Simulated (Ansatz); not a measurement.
# AlN films: biaxial stress and wafer bow

Plane-wave DFT in Ansatz, r2SCAN, scalar-relativistic PAW potentials, cutoff 500 eV, no spin-orbit coupling; no spin polarisation. AlN in space group P6_3mc, strained equally along a and b of the conventional cell, with c and the atoms relaxed within the symmetry (a film with c along the normal). Stress is the in-plane mean, tension positive.

| strain (%) | stress (GPa) | E − E(0) (meV/atom) |
| --- | --- | --- |
| -4.5 | ? | 71.4 |
| -3.0 | -16.51 | 30.7 |
| -1.5 | -7.80 | 7.4 |
| +0.0 | 0.00 | 0.0 |
| +1.5 | 6.89 | 6.9 |
| +3.0 | 12.93 | 26.5 |
| +4.5 | 18.08 | 57.2 |

Problem. Fit the stress, get the biaxial modulus and predict the missing row.

Solution. A parabola through the given rows is σ = -0.01 + 4.906 ε -0.1971 ε² GPa (ε in %), so M = dσ/dε = 491 GPa at zero. It predicts -26.08 GPa at -4.5 %; the run gave -26.27 GPa. The miss is 0.19 GPa, so the fit holds even one step beyond its range. The negative square term means that the film is stiffer in compression than in tension. The energies check it: E/V = Mε² at small strain, and a cubic fit with V = 10.40 Å³/atom gives M = 489 GPa, in agreement.

Problem. How much does a 100 nm film at +0.5 % strain bow a 300 mm Si(001) wafer 775 μm thick?

Solution. The fit, without its small constant, gives σ = 2.40 GPa. Stoney's formula, κ = 6σt_f/(M_s t_s²) with M_s = 180.5 GPa for Si(001) (literature), gives |κ| = 13.28×10⁻³ m⁻¹ and a bow κr²/2 = 149.4 μm at r = 150 mm, with the film side concave (tension pulls the edges up). This assumes a single-crystal or fully textured, unrelaxed film at 0 K.

Cost: about 4.8 core-minutes for the runs cited, on Arm Neoverse V1 (shared hosts).

The stress rises ever more slowly from the most compressed row to the most stretched, so the in-plane stiffness falls steadily across the whole range. This is the usual anharmonicity of a bond: short-range repulsion steepens as Al and N are pushed together, while the restoring force weakens as they are drawn apart. The large modulus, 491 GPa, reflects short, strong, polar covalent Al–N bonds in a tetrahedral network. Relaxation along c lowers it below the value for a film clamped in thickness, and changes in bond angle probably take up part of the strain.

At +0.5 % the curvature of the stress barely matters, so the bow is nearly proportional to strain and would change sign for a compressed film. A deflection of 149.4 μm is also well below the wafer thickness of 775 μm, which supports the use of small-deflection plate theory. The strain itself is an input here, so the bow of a real wafer still depends on the mismatch and growth stress that set it.
